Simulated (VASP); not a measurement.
# Li2S (Fm-3m) in VASP: single point with r2SCAN

Aim: the single point of Li2S with r2SCAN.

Program: VASP 6.6.1. These are calculated values, not measurements. Logs are shortened: lines on timing, memory, paths and dates and some standing lists are left out, and cuts for length are marked.

**1. The structure**

It takes space group Fm-3m (No. 225, cubic). Conventional cell: a = 5.705 Å, b = 5.705 Å, c = 5.705 Å, α = 90.00°, β = 90.00°, γ = 90.00°. Li (site symmetry -43m) has 4 S at 2.47 Å as nearest neighbours. Around S (site symmetry m-3m) lie 8 Li at 2.47 Å.

The cell comes from a database or a generator and needn't be the stable form of this composition.

**2. Single point, r2SCAN**

The input, POSCAR:

```
Li2S
1.0
    0.0000000000      2.8526849131      2.8526849131
    2.8526849131      0.0000000000      2.8526849131
    2.8526849131      2.8526849131      0.0000000000
Li S
2 1
Direct
    0.7500000000      0.7500000000      0.7500000000
    0.2500000000      0.2500000000      0.2500000000
    0.0000000000      0.0000000000      0.0000000000
```

The input, INCAR.step1:

```
SYSTEM = Li2S
PREC = Accurate ; ENCUT = 520
ISMEAR = 0 ; SIGMA = 0.02
LREAL = .FALSE. ; LASPH = .TRUE.
NELM = 100 ; NBANDS = 13
GGA = PE ; ALGO = Normal
EDIFF = 1E-4 ; LWAVE = .TRUE.
LCHARG = .FALSE.
```

The input, INCAR.step2:

```
SYSTEM = Li2S
PREC = Accurate ; ENCUT = 520
EDIFF = 1E-6 ; ISMEAR = 0
SIGMA = 0.02 ; LREAL = .FALSE.
LASPH = .TRUE. ; NELM = 100
ALGO = Normal ; ISIF = 2
LWAVE = .FALSE. ; LCHARG = .FALSE.
METAGGA = R2SCAN ; LMIXTAU = .TRUE.
NBANDS = 13 ; ISTART = 1
```

The input, KPOINTS:

```
regular mesh
0
G
  8 8 8
  0 0 0
```

Potentials or basis: VASP PAW PBE potentials, release 64 (Li_sv, S).

On the command line:

```bash
> cat potpaw_PBE.64/Li_sv/POTCAR potpaw_PBE.64/S/POTCAR > POTCAR
> cp INCAR.step1 INCAR
> mpirun -np 1 vasp_std > vasp.out
> cp INCAR.step2 INCAR
> mpirun -np 1 vasp_std > vasp.out
```

OUTCAR:

```text
SYSTEM = Li2S
   PREC = Accurate
   ENCUT = 520
   EDIFF = 1E-6
   ISMEAR = 0
   LREAL = .FALSE.
   LASPH = .TRUE.
   NELM = 100
   ISIF = 2
   METAGGA = R2SCAN
   ISTART = 1

 ion  position               nearest neighbor table
   1  0.750  0.750  0.750-   3 2.47   3 2.47   3 2.47   3 2.47
   2  0.250  0.250  0.250-   3 2.47   3 2.47   3 2.47   3 2.47
   3  0.000  0.000  0.000-   1 2.47   2 2.47   1 2.47   1 2.47   1 2.47   2 2.47   2 2.47   2 2.47

  LATTYP: Found a face centered cubic cell.
 ALAT       =     5.7053698262

  Lattice vectors:

 A1 = (   0.0000000000,   2.8526849131,   2.8526849131)
 A2 = (   2.8526849131,   0.0000000000,   2.8526849131)
 A3 = (   2.8526849131,   2.8526849131,   0.0000000000)

Analysis of symmetry for initial positions (statically):
=====================================================================
 Subroutine PRICEL returns:
 Original cell was already a primitive cell.

 Routine SETGRP: Setting up the symmetry group for a
 face centered cubic supercell.

 Subroutine GETGRP returns: Found 48 space group operations
 (whereof 48 operations were pure point group operations)
 out of a pool of 48 trial point group operations.

The static configuration has the point symmetry O_h .

Analysis of symmetry for dynamics (positions and initial velocities):
=====================================================================
 Subroutine PRICEL returns:
 Original cell was already a primitive cell.

 Routine SETGRP: Setting up the symmetry group for a
 face centered cubic supercell.

 Subroutine GETGRP returns: Found 48 space group operations
 (whereof 48 operations were pure point group operations)
 out of a pool of 48 trial point group operations.

The dynamic configuration has the point symmetry O_h .

 Subroutine INISYM returns: Found 48 space group operations
 (whereof 48 operations are pure point group operations),
 and found     1 'primitive' translations

----------------------------------------------------------------------------------------

                                     Primitive cell

  volume of cell :      46.4292

  direct lattice vectors                    reciprocal lattice vectors
     0.000000000  2.852684913  2.852684913    -0.175273476  0.175273476  0.175273476
     2.852684913  0.000000000  2.852684913     0.175273476 -0.175273476  0.175273476
     2.852684913  2.852684913  0.000000000     0.175273476  0.175273476 -0.175273476

  length of vectors
     4.034305693  4.034305693  4.034305693     0.303582565  0.303582565  0.303582565

  position of ions in fractional coordinates (direct lattice)
     0.750000000  0.750000000  0.750000000
     0.250000000  0.250000000  0.250000000
     0.000000000  0.000000000  0.000000000

  ion indices of the primitive-cell ions
   primitive index   ion index
                 1           1
                 2           2
                 3           3

----------------------------------------------------------------------------------------

 KPOINTS: regular mesh

Automatic generation of k-mesh.
 Grid dimensions read from file:
 generate k-points for:    8    8    8

 Generating k-lattice:

  Cartesian coordinates                     Fractional coordinates (reciprocal lattice)
    -0.021909184  0.021909184  0.021909184     0.125000000  0.000000000  0.000000000
     0.021909184 -0.021909184  0.021909184     0.000000000  0.125000000  0.000000000
     0.021909184  0.021909184 -0.021909184     0.000000000  0.000000000  0.125000000

  Length of vectors
     0.037947821  0.037947821  0.037947821

  Shift w.r.t. Gamma in fractional coordinates (k-lattice)
     0.000000000  0.000000000  0.000000000

 Subroutine IBZKPT returns following result:
 ===========================================

 Found     29 irreducible k-points:

 Following reciprocal coordinates:
            Coordinates               Weight
  0.000000  0.000000  0.000000      1.000000
  0.125000  0.000000  0.000000      8.000000
  0.250000  0.000000  0.000000      8.000000
  0.375000  0.000000  0.000000      8.000000
  0.500000  0.000000  0.000000      4.000000
  0.125000  0.125000  0.000000      6.000000
[... 16 lines left out ...]
  0.500000  0.250000  0.125000     48.000000
 -0.375000  0.250000  0.125000     24.000000
 [... further k-points ...]
   k-points           NKPTS =     29   k-points in BZ     NKDIM =     29   number of bands    NBANDS=     13
   number of dos      NEDOS =    301   number of ions     NIONS =      3
   total plane-waves  NPLWV =  27000
   dimension x,y,z NGX =    30 NGY =   30 NGZ =   30
   dimension x,y,z NGXF=    60 NGYF=   60 NGZF=   60
   ions per type =               2   1
   NGX,Y,Z   is equivalent  to a cutoff of  12.36, 12.36, 12.36 a.u.
   NGXF,Y,Z  is equivalent  to a cutoff of  24.72, 24.72, 24.72 a.u.
 SYSTEM =  Li2S
   PREC   = accura    normal or accurate (medium, high low for compatibility)
   ISTART =      1    job   : 0-new  1-cont  2-samecut
   ICHARG =      0    charge: 1-file 2-atom 10-const
   ISPIN  =      1    spin polarized calculation?
   LNONCOLLINEAR =      F non collinear calculations
   LSORBIT =      F    spin-orbit coupling
   LASPH  =      T    aspherical Exc in radial PAW
   ENCUT  =  520.0 eV  38.22 Ry    6.18 a.u.   7.50  7.50  7.50*2*pi/ulx,y,z
   NELM   =    100;   NELMIN=  2; NELMDL=  0     # of ELM steps
   EDIFF  = 0.1E-05   stopping-criterion for ELM
   LREAL  =      F    real-space projection
   EDIFFG = 0.1E-04   stopping-criterion for IOM
   NSW    =      0    number of steps for IOM
   IBRION =     -1    ionic relax: 0-MD 1-quasi-New 2-CG
   NFREE  =      0    steps in history (QN), initial steepest desc. (CG)
   ISIF   =      2    stress and relaxation
   ISYM   =      2    0-nonsym 1-usesym 2-fastsym
   POTIM  = 0.5000    time-step for ionic-motion
   TEBEG  =    0.0;   TEEND  =   0.0 temperature during run
   PSTRESS=    0.0 pullay stress
   NELECT =      12.0000    total number of electrons
   NUPDOWN=      -1.0000    fix difference up-down
   EMIN   =  10.00;   EMAX   =-10.00  energy-range for DOS
   EFERMI =   0.00;   METHOD = LEGACY
   ISMEAR =     0;   SIGMA  =   0.02  broadening in eV -4-tet -1-fermi 0-gaus
   EFERMI_NEDOS =   21; number of points for ismear=-14 and -15
   IALGO  =     38    algorithm
   IMIX   =      4    mixing-type and parameters
     AMIX     =   0.40;   BMIX     =  1.00
     AMIX_MAG =   1.60;   BMIX_MAG =  1.00
  volume/ion in A,a.u.               =      15.48       104.44
  Fermi-wavevector in a.u.,A,eV,Ry     =   1.042809  1.970623 14.795664  1.087451
  Thomas-Fermi vector in A             =   2.177491
   LORBIT       =      0    0 simple, 1 ext, 2 COOP (PROOUT), +10 PAW based schemes
   METAGGA = R2SCAN    functional components
   LHFCALC =     F    Hartree Fock is set to
   AEXX    =    0.0000 exact exchange contribution
   IVDW    =     0    specifies the selected vdW correction
   LEPSILON=     F    determine dielectric tensor
   LRPA    =     F    only Hartree local field effects (RPA)
 non-spin polarized calculation
 Gauss-broadening in eV      SIGMA  =   0.02
  energy-cutoff  :      520.00
  volume of cell :       46.43
 maximum number of plane-waves:      1283
 NGX is ok and might be reduce to    30
   NGX = 15   NGY = 15   NGZ = 15

 number of electron      11.9999985 magnetization

 Free energy of the ion-electron system (eV)
  ---------------------------------------------------
  ext. energy  EPLUGINS =         0.00000000
  ---------------------------------------------------
  free energy    TOTEN  =       -17.38131250 eV

  energy without entropy =      -17.38131250  energy(sigma->0) =      -17.38131250

 E-fermi :   1.2697     XC(G=0):  -8.8949

 val. band max:        1.1661732531   @ k =   0.0000   0.0000   0.0000
 cond. band min:       5.0284051297   @ k =   0.5000   0.5000   0.0000
 fundamental gap:      3.8622318766
 Fermi energy:         1.2696804772

 k-point     1 :       0.0000    0.0000    0.0000
  band No.  band energies     occupation
      1     -44.4562      2.00000
      2     -44.4158      2.00000
      3     -10.2988      2.00000
      4       1.1661      2.00000
      5       1.1661      2.00000
      6       1.1662      2.00000
      7       6.1766      0.00000
      8       8.0729      0.00000
      9       8.0729      0.00000
     10       8.0735      0.00000
     11      12.9087      0.00000
     12      12.9087      0.00000
     13      14.5715      0.00000

 k-point     2 :       0.1250    0.0000    0.0000
  band No.  band energies     occupation
      1     -44.4546      2.00000
      2     -44.4173      2.00000
      3     -10.2417      2.00000
      4       0.5907      2.00000
      5       1.0797      2.00000
      6       1.0798      2.00000
      7       6.5959      0.00000
      8       8.3151      0.00000
      9       8.3156      0.00000
     10       8.4387      0.00000
     11      12.0166      0.00000
     12      12.0167      0.00000
     13      14.7124      0.00000

 k-point     3 :       0.2500    0.0000    0.0000
  band No.  band energies     occupation
      1     -44.4500      2.00000
      2     -44.4213      2.00000
      3     -10.0953      2.00000
      4      -0.4941      2.00000
      5       0.8910      2.00000
      6       0.8911      2.00000
      7       7.2851      0.00000
      8       8.6296      0.00000
      9       8.6301      0.00000
     10       9.3087      0.00000
     11      11.6847      0.00000
     12      11.6850      0.00000
     13      15.1507      0.00000
[... 305 lines left out ...]
 k-point    23 :       0.5000    0.2500    0.1250
  band No.  band energies     occupation
      1     -44.4414      2.00000
      2     -44.4289      2.00000
      3      -9.8537      2.00000
      4      -1.1605      2.00000
      5      -0.0441      2.00000
      6       0.4171      2.00000
      7       7.4517      0.00000
      8       8.6860      0.00000
      9       9.9326      0.00000
     10      10.3483      0.00000
     11      11.9616      0.00000
     12      14.5235      0.00000
     13      15.7576      0.00000

 k-point    24 :      -0.3750    0.2500    0.1250
  band No.  band energies     occupation
      1     -44.4350      2.00000
      2     -44.4350      2.00000
      3      -9.7962      2.00000
      4      -1.3961      2.00000
      5      -0.0617      2.00000
      6       0.2689      2.00000
      7       7.5567      0.00000
      8       8.5713      0.00000
      9      10.2789      0.00000
     10      10.9360      0.00000
     11      12.3778      0.00000
     12      13.7805      0.00000
     13      15.4050      0.00000

 [... further k-points ...]
[... 5 lines left out ...]
  --------------------------------------------------------------------------------------
  -------------------------------------------------------------------------------------
  Total       -0.1383495     -0.1383495     -0.1383495     -0.0000000      0.0000000     -0.0000000
  in kB       -4.7741568     -4.7741568     -4.7741568     -0.0000000      0.0000000     -0.0000000
  external PRESSURE =      -4.7741568 kB  Pullay stress =       0.0000000 kB

 VOLUME and BASIS-vectors are now :
 -----------------------------------------------------------------------------
  energy-cutoff  :      520.00
  volume of cell :       46.43
      direct lattice vectors                 reciprocal lattice vectors
     0.000000000  2.852684913  2.852684913    -0.175273476  0.175273476  0.175273476
     2.852684913  0.000000000  2.852684913     0.175273476 -0.175273476  0.175273476
     2.852684913  2.852684913  0.000000000     0.175273476  0.175273476 -0.175273476

 POSITION                                       TOTAL-FORCE (eV/Angst)
 -----------------------------------------------------------------------------------
      4.27903      4.27903      4.27903        -0.000000     -0.000000      0.000000
      1.42634      1.42634      1.42634         0.000000      0.000000      0.000000
      0.00000      0.00000      0.00000         0.000000     -0.000000     -0.000000
 -----------------------------------------------------------------------------------
    total drift:                                0.000000     -0.000000      0.000000

  FREE ENERGIE OF THE ION-ELECTRON SYSTEM (eV)
  ---------------------------------------------------
  free  energy   TOTEN  =       -17.3813125030 eV

  energy  without entropy=      -17.3813125030  energy(sigma->0) =      -17.38131250
```

Run time: 54 s. Hardware: 1 thread of Intel Xeon Platinum 8559C (Emerald Rapids), shared host; peak memory 0.17 GiB.

Results:

```yaml
Free_energy: -17.3813 eV
Band_gap_on_the_k_mesh: 3.86 eV, indirect (least direct gap 5.01 eV)
```

Levels at points of the mesh, in eV from the valence-band top:
| k point | band 2 | band 3 | band 4 | band 5 | band 6 | band 7 | band 8 | band 9 | band 10 | band 11 |
| --- | --- | --- | --- | --- | --- | --- | --- | --- | --- | --- |
| (0.00, 0.00, 0.00) | -45.58 | -11.46 | 0.00 | 0.00 | 0.00 | 5.01 | 6.91 | 6.91 | 6.91 | 11.74 |
| (0.50, 0.00, 0.00) | -45.60 | -11.03 | -2.86 | -0.51 | -0.51 | 6.94 | 7.19 | 7.19 | 9.09 | 13.70 |
| (0.50, 0.50, 0.00) | -45.59 | -10.90 | -2.14 | -1.42 | -1.42 | 3.86 | 7.88 | 12.11 | 12.11 | 13.28 |

Caveat: the cutoff is under 1.25 times the usual one of these potentials, so pressure, stress and relaxed cells hold a basis-set (Pulay) error; the PAW data sets were made with another functional, which shifts forces and pressure a little. A k mesh can miss the band edges.
